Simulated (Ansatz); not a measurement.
**Pd (Fm-3m): search for the barrier of an atomic hop in Python**

How high is the barrier for an atom's hop in Pd (Fm-3m)? Aim: a search for the barrier of an atomic hop, for Pd (Fm-3m), run from a script.

All numbers are computed with the Python package of Ansatz 0.2.0. Level of theory: DFT PBE, plane waves, PAW.

## (1) The system

The structure is cubic, space group Fm-3m (No. 225). The conventional cell has a = 3.893 Å, b = 3.893 Å, c = 3.893 Å, α = 90.00°, β = 90.00°, γ = 90.00°. Pd (site symmetry m-3m) has 12 Pd at 2.75 Å in its first shell of neighbours.

The script holds or builds the structure itself.

## (2) Script

File neb_pd.py:

```python
# -*- coding: utf-8 -*-
"""Barrier of a hop (vacancy) in a small cell of Pd."""

import logging
import sys
import warnings

import ansatz as az
import numpy as np

logging.basicConfig(stream=sys.stdout, format="%(levelname)s:%(name)s:%(message)s")
log = logging.getLogger("calc")
log.setLevel(logging.INFO)


def main():
    warnings.simplefilter("ignore", az.DeckWarning)

    material = (
        az.Lattice.of((0.0, 1.9465, 1.9465), (1.9465, 0.0, 1.9465), (1.9465, 1.9465, 0.0))
        .atom("Pd", (0.0, 0.0, 0.0))
    )
    start = material.supercell(2).vacancy("Pd", at=(0.0, 0.0, 0.0)).resolved()
    empty = np.array((0.0, 0.0, 0.0))
    # the nearest atom of the same element hops into the empty site
    cell = np.array(start.lattice.vectors)
    apart = np.array([site.position for site in start.sites]) - empty
    apart -= np.round(apart)
    distance = [np.linalg.norm(d @ cell) if site.symbol == "Pd" else np.inf for d, site in zip(apart, start.sites)]
    hopper = int(np.argmin(distance))
    end = start.move(hopper, to=np.array(start.sites[hopper].position) - apart[hopper])
    log.info(f"atom {hopper} (Pd) hops {distance[hopper]:.3f} A")

    base = (
        start.calculation()
        .functional(az.Functional.PBE)
        .kpoints(length=9)
        .basis(550)  # cutoff of the orbital basis
        .pseudopotentials("paw")
        .occupations("gaussian", width=0.1)  # fractional filling near the Fermi level
        .neb(to=end, images=3, force_tolerance=0.1, max_iterations=40, relax_end_points=True)
    )
    steps = []


    def collect(event):
        if event["event"] == "neb_iteration":
            steps.append(event["data"])


    done = base.session().plan().execute(on_event=collect)
    summary = done.report
    print(len(steps), "rounds; largest force on the band at the end", round(steps[-1]["band_force_max_ev_ang"], 4), "eV/A")
    band = done.neb_path()
    energy = np.array([image.lagrangian_ev for image in band.images])

    print("energies along the path (meV):", np.round(1000 * (energy - energy[0]), 1))
    print("path coordinate (A):", [round(image.path_coordinate_ang, 3) for image in band.images])
    log.info(f"barrier forwards {energy.max() - energy[0]:.3f} eV, backwards {energy.max() - energy[-1]:.3f} eV")
    moving = np.array([image.positions_ang for image in band.images])
    atom = int(np.argmax(np.linalg.norm(moving[-1] - moving[0], axis=1)))
    for xyz in moving[:, atom]:
        print("  mover at", np.round(xyz, 3) + 0.0)


if __name__ == "__main__":
    main()
```

## (3) What the engine is handed

The engine receives this input:

```yaml
crystal:
  lattice:
    - [0.0, 3.893, 3.893]
    - [3.893, 0.0, 3.893]
    - [3.893, 3.893, 0.0]
  atoms:
    - { symbol: Pd, position: [0.0, 0.0, 0.5] }
    - { symbol: Pd, position: [0.0, 0.5, 0.0] }
    - { symbol: Pd, position: [0.0, 0.5, 0.5] }
    - { symbol: Pd, position: [0.5, 0.0, 0.0] }
    - { symbol: Pd, position: [0.5, 0.0, 0.5] }
    - { symbol: Pd, position: [0.5, 0.5, 0.0] }
    - { symbol: Pd, position: [0.5, 0.5, 0.5] }
basis:
  ecutwfc: 550.0
kpoints:
  mp_grid:
    grid: [2, 2, 2]
hamiltonian:
  xc: pbe
  pseudopotentials:
    kind: paw
scf:
  occupations:
    method: gaussian
    width: 0.1
neb:
  images: 3
  relax_end_points: true
  f_tol: 0.1
  max_iterations: 40
  final_atoms:
    - { symbol: Pd, position: [0.0, 0.0, 0.0] }
    - { symbol: Pd, position: [0.0, 0.5, 0.0] }
    - { symbol: Pd, position: [0.0, 0.5, 0.5] }
    - { symbol: Pd, position: [0.5, 0.0, 0.0] }
    - { symbol: Pd, position: [0.5, 0.0, 0.5] }
    - { symbol: Pd, position: [0.5, 0.5, 0.0] }
    - { symbol: Pd, position: [0.5, 0.5, 0.5] }
```

## (4) Running it

Run with:

```
python neb_pd.py
```

**Question.** What results will this script give? Wanted: free energy; barrier forwards; barrier backwards; end to end.

As calculated:

| quantity | value |
| --- | --- |
| free energy | -48809.4066 eV (-6972.7724 eV/atom) |
| barrier forwards | 1.070 eV |
| barrier backwards | 1.070 eV |
| end to end | 0.000 eV |
| band iterations | 5 |

In words: The highest image, number 2, lies 1.070 eV above the start, about 41 times kT at 300 K. A cell this small lets the moving atom feel its images. What to keep in mind:
- For a metal this mesh is coarse.
- Levels are Kohn-Sham eigenvalues on this mesh, without spin-orbit coupling.
- The cell is small and the mesh coarse, so the barrier is a rough value for a high concentration of the moving defect.
